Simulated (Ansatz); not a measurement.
## Hg under changes of volume

One of the cells (26.996 Å³/atom); the others are scaled copies at fixed shape and fractional positions:

```
CELL_PARAMETERS angstrom
-2.92975 2.92975 1.57255
2.92975 -2.92975 1.57255
2.92975 2.92975 -1.57255
ATOMIC_POSITIONS crystal
Hg 0.00000 0.00000 0.00000
Hg 0.75000 0.25000 0.50000
```

```yaml
Program: Ansatz 0.2.0
Functional: PBE
Potentials_or_basis: Ansatz PAW
Cutoff: "420 eV (not typed: the program's choice for these potentials)"
k_mesh: 10 × 10 × 10
Occupations: fermi-dirac, width 0.05 eV
Spin: no spin polarisation
```

| volume (Å³/atom) | energy over the lowest point (meV/atom) | pressure (GPa) |
| --- | --- | --- |
| 25.376 | 32.78 | 3.6 |
| 25.916 | ? | ? |
| 26.456 | 13.85 | 2.1 |
| 26.996 | 7.91 | 1.5 |
| 27.536 | 3.78 | 1.0 |
| 28.076 | 1.21 | 0.5 |
| 28.616 | 0.00 | 0.2 |

**Question.** What does the run at 25.916 Å³/atom give?

**Answer.** Energy over the lowest point 21.99 meV/atom; pressure 2.8 GPa.

Worked out: A Birch-Murnaghan fit of order 3 (a polynomial in V^(-2/3)) to the other rows has its minimum at 28.96 Å³/atom, just outside them, with B0 = V·E''(V) = 15.5 GPa (rough, since the energies scatter) at fixed shape and positions, which overstates the stiffness. It gives 22.03 meV/atom at 25.916 Å³/atom, against the run's 21.99, and -dE/dV = 2.8 GPa, against 2.8.

Energies are extrapolated to zero smearing.
